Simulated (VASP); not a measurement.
## TiN: band structure with LDA

TiN:

```
Ti N
1.0
     0.00000    2.08816    2.08816
     2.08816    0.00000    2.08816
     2.08816    2.08816    0.00000
Ti N
1 1
Direct
  0.00000 0.00000 0.00000
  0.50000 0.50000 0.50000
```

| Property | Result |
| --- | --- |
| Program | VASP 6.6.1 |
| Task | band structure |
| Functional | LDA |
| Potentials or basis | VASP PAW LDA potentials, release 64 (Ti_sv, N) |
| Cutoff | 520 eV |
| k mesh | 12 × 12 × 12 |
| Occupations | gaussian, width 0.02 eV |
| Spin | no spin polarisation |
| Further INCAR settings | ALGO = Normal; EDIFF = 1e-07; NBANDS = 16 |

```json
{
  "Pressure": "0.0 GPa",
  "Band gap along the path": "none (metal or under the smearing width)"
}
```

Levels at the corners of the path, in eV from the Fermi level:
```csv
point,band 6,band 7,band 8,band 9,band 10,band 11
Γ,-1.99,-1.99,-1.99,-0.62,-0.62,-0.62
X,-5.80,-3.24,-3.18,-3.18,1.81,2.64
X,-5.80,-3.24,-3.18,-3.18,1.81,2.64
W,-5.51,-5.51,-5.48,1.05,1.05,2.65
W,-5.51,-5.51,-5.48,1.05,1.05,2.65
K,-5.92,-5.73,-4.53,-0.43,2.19,2.56
K,-5.92,-5.73,-4.53,-0.43,2.19,2.56
Γ,-1.99,-1.99,-1.99,-0.62,-0.62,-0.62
Γ,-1.99,-1.99,-1.99,-0.62,-0.62,-0.62
L,-8.28,-5.65,-5.65,1.88,1.88,2.61
L,-8.28,-5.65,-5.65,1.88,1.88,2.61
U,-5.92,-5.73,-4.53,-0.43,2.19,2.56
U,-5.92,-5.73,-4.53,-0.43,2.19,2.56
W,-5.51,-5.51,-5.48,1.05,1.05,2.65
W,-5.51,-5.51,-5.48,1.05,1.05,2.65
L,-8.28,-5.65,-5.65,1.88,1.88,2.61
L,-8.28,-5.65,-5.65,1.88,1.88,2.61
K,-5.92,-5.73,-4.53,-0.43,2.19,2.56
U,-5.92,-5.73,-4.53,-0.43,2.19,2.56
X,-5.80,-3.24,-3.18,-3.18,1.81,2.64
```

Wall time 55 s on 1 thread of AMD EPYC 7R13 Processor (Zen 3), with other jobs on the host, peak memory 0.13 GiB.
